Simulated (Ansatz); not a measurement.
Si started on a C site in 4H-SiC, 96 atoms, charge −2

Level of theory: DFT, PBEsol, PAW, plane waves (Ansatz).

Command:

```sh
ansatz run in.yaml --threads 8 --pin off --max-ram 118750MiB --runs-dir r --events-out ev --progress --plain --backend cuda --devices 0, --max-vram 170GiB
```

The input less its lattice and atoms (starting moments on atoms near the defect: 2 μB in all):

```yaml
crystal:
  symmetry: { detect: false }
kpoints:
  mp_grid: { grid: [1, 1, 1], shift: [0.25, 0.25, 0.25] }
hamiltonian:
  xc: pbesol
total_charge: -2
magnetization:
  spin_polarized: true
scf:
  occupations: { method: fermi_dirac, width: 0.01 }
relax:
  f_tol: 0.03
  max_steps: 80
  escape_saddle: false
  adjacent_minimum: "off"
output:
  forces: true
  eigenvalues: true
  populations: true
  charged_corrections: { epsilon: 9.7 }
```

Start:

```xyz
96
Lattice="9.2342 0.0000 0.0000 0.0000 10.6627 0.0000 0.0000 0.0000 10.0759" Properties=species:S:1:pos:R:3 pbc="T T T"
Si    0.0119   10.6447    4.9991
Si    3.0997    0.0013    5.0448
Si    1.5289    2.6619    5.0307
Si    0.0040    5.3417    5.0200
Si    6.1379   10.6557    5.0573
Si    4.6115    2.6695    5.0026
Si    3.0887    5.3263    5.0205
Si    1.5270    8.0326    5.0223
Si    7.7242    2.6959    5.0800
Si    6.1711    5.2917    5.0521
Si    4.6046    8.0071    5.0476
Si    7.6858    8.0127    5.0460
Si    0.0184    1.7625    2.4974
Si    3.0750    1.7833    2.5624
Si    1.5448    4.4519    2.5336
Si    9.2232    7.1142    2.5285
Si    6.1284    1.7907    2.5601
Si    4.5881    4.4516    2.5101
Si    3.0689    7.1080    2.5432
Si    1.5200    9.7291    2.4973
Si    7.7452    4.4319    2.5191
Si    6.1803    7.1153    2.5009
Si    4.6327    9.7800    2.5358
Si    7.6844    9.7628    2.5214
Si    1.5256    0.8703    7.5470
Si    9.1851    3.5799    7.5531
Si    4.6589    0.8799    7.5910
Si    3.0603    3.5699    7.5552
Si    1.5090    6.2475    7.5714
Si    9.2254    8.8909    7.5752
Si    7.6957    0.8648    7.5651
Si    6.1392    3.5541    7.5523
Si    4.6502    6.2397    7.5293
Si    3.1098    8.8446    7.5800
Si    7.6912    6.2226    7.5266
Si    6.1686    8.9027    7.6048
Si    4.6367    4.4419    4.3851
Si    0.0080    0.0329    0.0232
Si    3.0671   10.6544    0.0069
Si    1.5694    2.6585   10.0362
Si    9.2224    5.2977    0.0085
Si    6.1592    0.0216   10.0410
Si    4.6202    2.6526    0.0188
Si    3.0990    5.3106    0.0204
Si    1.5309    7.9991   10.0563
Si    7.7238    2.6666   10.0672
Si    6.1674    5.3194    0.0498
Si    4.6030    7.9709    0.0109
Si    7.6902    8.0083   10.0576
C     0.0274    0.0350    1.8999
C     3.0680   10.6607    1.8856
C     1.5458    2.6902    1.8921
C     9.2091    5.3382    1.8861
C     6.1729    0.0216    1.9035
C     4.6051    2.6868    1.8568
C     3.1109    5.3679    1.8624
C     1.5331    7.9891    1.8753
C     7.6952    2.6754    1.9401
C     6.1482    5.3046    1.8672
C     4.6259    8.0169    1.9083
C     7.6856    8.0185    1.8622
C     9.2106   10.6582    6.9342
C     3.0701    0.0226    6.9387
C     1.5161    2.6656    6.9378
C     0.0157    5.3381    6.9049
C     6.1620    0.0211    6.9051
C     4.6265    2.6686    6.9574
C     3.0582    5.2932    6.9338
C     1.5510    7.9862    6.8651
C     7.7262    2.6809    6.9174
C     6.1213    5.2845    6.9118
C     4.6039    7.9689    6.9040
C     7.7407    7.9667    6.9368
C     9.2017    1.7882    4.4090
C     3.0868    1.7831    4.4305
C     1.5468    4.4477    4.4297
C     9.2214    7.0836    4.4072
C     6.1431    1.7761    4.4271
C     3.0680    7.0924    4.4285
C     1.5415    9.7999    4.3964
C     7.6806    4.4819    4.3939
C     6.1739    7.1123    4.4034
C     4.6069    9.7557    4.3941
C     7.7021    9.7563    4.3874
C     1.5265    0.9150    9.4704
C     0.0206    3.5441    9.4634
C     4.6082    0.9086    9.4468
C     3.0840    3.5756    9.4217
C     1.5341    6.2485    9.4693
C     9.2163    8.9050    9.4663
C     7.6551    0.8720    9.4675
C     6.1585    3.5672    9.4434
C     4.6147    6.2188    9.4551
C     3.0593    8.9206    9.4830
C     7.7307    6.2162    9.4705
C     6.1600    8.8799    9.4500
```

Steps:

```json
{"step": "start", "energy less the first (eV)": "0.000", "largest force component (eV/Å)": "10.708"}
{"step": "1", "energy less the first (eV)": "-5.827", "largest force component (eV/Å)": "2.292"}
{"step": "2", "energy less the first (eV)": "-6.763", "largest force component (eV/Å)": "0.655"}
{"step": "3", "energy less the first (eV)": "-6.796", "largest force component (eV/Å)": "0.152"}
{"step": "4", "energy less the first (eV)": "-6.805", "largest force component (eV/Å)": "0.017"}
{"step": "5", "energy less the first (eV)": "-6.805", "largest force component (eV/Å)": "0.018"}
```

End:

```xyz
96
Lattice="9.2342 0.0000 0.0000 0.0000 10.6627 0.0000 0.0000 0.0000 10.0759" Properties=species:S:1:pos:R:3 pbc="T T T"
Si    0.0188    0.0188    5.0426
Si    3.0774   10.6135    5.0396
Si    1.5629    2.6568    5.0362
Si    0.0267    5.3201    5.0389
Si    6.1981   10.6091    5.0416
Si    4.6344    2.3909    5.1400
Si    2.9041    5.4481    5.1319
Si    1.5279    8.0194    5.0414
Si    7.7096    2.6604    5.0374
Si    6.3870    5.4585    5.1414
Si    4.6392    7.9886    5.0372
Si    7.7447    8.0177    5.0419
Si    9.2240    1.7904    2.5218
Si    3.0715    1.7689    2.5093
Si    1.5353    4.4520    2.5096
Si    9.2272    7.1102    2.5163
Si    6.1418    1.7694    2.5134
Si    4.6127    4.4452    2.2390
Si    3.0643    7.1148    2.5121
Si    1.5265    9.7820    2.5196
Si    7.6856    4.4574    2.5144
Si    6.1593    7.1168    2.5115
Si    4.6119    9.7737    2.5171
Si    7.6970    9.7803    2.5182
Si    1.5379    0.8929    7.5607
Si    9.2298    3.5597    7.5606
Si    4.6146    0.8457    7.5825
Si    3.0714    3.5570    7.5581
Si    1.5095    6.2450    7.5847
Si    9.2325    8.9106    7.5665
Si    7.6881    0.8972    7.5618
Si    6.1537    3.5591    7.5605
Si    4.6139    6.2307    7.5623
Si    3.0696    8.8818    7.5650
Si    7.7261    6.2453    7.5866
Si    6.1605    8.8825    7.5626
Si    4.6573    4.4180    4.4093
Si    9.2221    0.0168    0.0059
Si    3.0628   10.6560    0.0091
Si    1.5266    2.6750    0.0039
Si    9.2243    5.3420    0.0134
Si    6.1495   10.6555    0.0102
Si    4.6035    2.6401   10.0321
Si    3.0471    5.3522   10.0357
Si    1.5183    8.0123    0.0102
Si    7.6772    2.6762    0.0062
Si    6.1670    5.3545   10.0314
Si    4.6041    8.0022    0.0052
Si    7.6934    8.0130    0.0111
C     9.2252    0.0177    1.8908
C     3.0646   10.6579    1.8904
C     1.5268    2.6740    1.8930
C     9.2244    5.3372    1.8907
C     6.1502   10.6587    1.8912
C     4.5972    2.6211    1.8188
C     3.0322    5.3629    1.8226
C     1.5219    8.0108    1.8927
C     7.6740    2.6768    1.8975
C     6.1837    5.3691    1.8173
C     4.6043    7.9994    1.8936
C     7.6904    8.0106    1.8915
C     9.2328    0.0186    6.9291
C     3.0718   10.6490    6.9272
C     1.5402    2.6679    6.9218
C     0.0047    5.3321    6.9268
C     6.1639   10.6504    6.9287
C     4.6147    2.6192    6.9970
C     3.0441    5.3583    6.9929
C     1.5290    8.0115    6.9289
C     7.6919    2.6740    6.9227
C     6.1926    5.3635    6.9983
C     4.6179    7.9996    6.9231
C     7.7090    8.0085    6.9288
C     0.0202    1.7834    4.4157
C     3.0632    1.6952    4.4080
C     1.5252    4.4297    4.4070
C     0.0251    7.0909    4.4129
C     6.2168    1.6930    4.4115
C     3.0619    7.1645    4.4136
C     1.5324    9.7693    4.4145
C     7.7673    4.4340    4.4109
C     6.2173    7.1663    4.4095
C     4.6406    9.7551    4.4139
C     7.7503    9.7659    4.4131
C     1.5298    0.8989    9.4515
C     9.2187    3.5637    9.4533
C     4.6042    0.8542    9.4503
C     3.0596    3.5590    9.4422
C     1.5023    6.2469    9.4528
C     9.2219    8.9082    9.4537
C     7.6783    0.9001    9.4528
C     6.1441    3.5604    9.4436
C     4.6047    6.2345    9.4424
C     3.0615    8.8843    9.4527
C     7.7107    6.2469    9.4521
C     6.1463    8.8825    9.4528
```

The calculation finished and met its thresholds.

Time: 4.8 s of wall time on one NVIDIA GB200 with 8 processor threads, on a host shared with other runs; peak host memory 1.9 GiB.

(1) How much energy did the relaxation gain, and which atom moved most?

The moment started at 2 μB and ended at 0.0 μB; no other spin state is shown. The program warned that the state may not be the lowest. The one k point has no symmetry partners, which can distort the end along one axis.

Answers

(1) 6.80 eV in 5 steps, from a start with small random displacements; atom 6 (Si) moved 0.31 Å, the median atom 0.04 Å (drift of the whole cell removed).
